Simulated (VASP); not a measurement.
The system is NaCl.

```xyz
2
Lattice="3.5022 0.0000 0.0000 0.0000 3.5022 0.0000 0.0000 0.0000 3.5022" Properties=species:S:1:pos:R:3 pbc="T T T"
Cl    1.7511    1.7511    1.7511
Na    0.0000    0.0000    0.0000
```

Measurements of this composition are mostly on another form, of space group No. 225.

| Item | Value |
| --- | --- |
| Program | VASP 6.6.1 |
| Task | single point |
| Functional | PBE |
| Potentials or basis | VASP PAW PBE potentials, release 64 (Cl, Na_pv) |
| Cutoff | 520 eV |
| k mesh | 8 × 8 × 8 |
| Occupations | fermi-dirac, width 0.05 eV |
| Spin | no spin polarisation |

On this cell: pressure 0.1 GPa; largest force zero by symmetry; band gap on the k mesh 3.98 eV, indirect (least direct gap 4.47 eV).

The same run follows on a disturbed copy (atoms moved at random, drawn with an rms of 0.05 Å):

```
Cl Na
1.0
     3.50219    0.00000    0.00000
     0.00000    3.50219    0.00000
     0.00000    0.00000    3.50219
Cl Na
1 1
Direct
  0.49826 0.49640 0.50194
  0.99071 0.00148 0.99269
```

Q: What changes?

A: The energy moves by +0.2 meV/atom; pressure 0.1 GPa; largest force 0.015 eV/Å; band gap on the k mesh 3.98 eV, indirect (least direct gap 4.47 eV).

Forces in eV/Å, atoms in the order of the input:
```
Cl  -0.009  0.006 -0.011
Na   0.009 -0.006  0.011
```

A k mesh can miss the band edges.
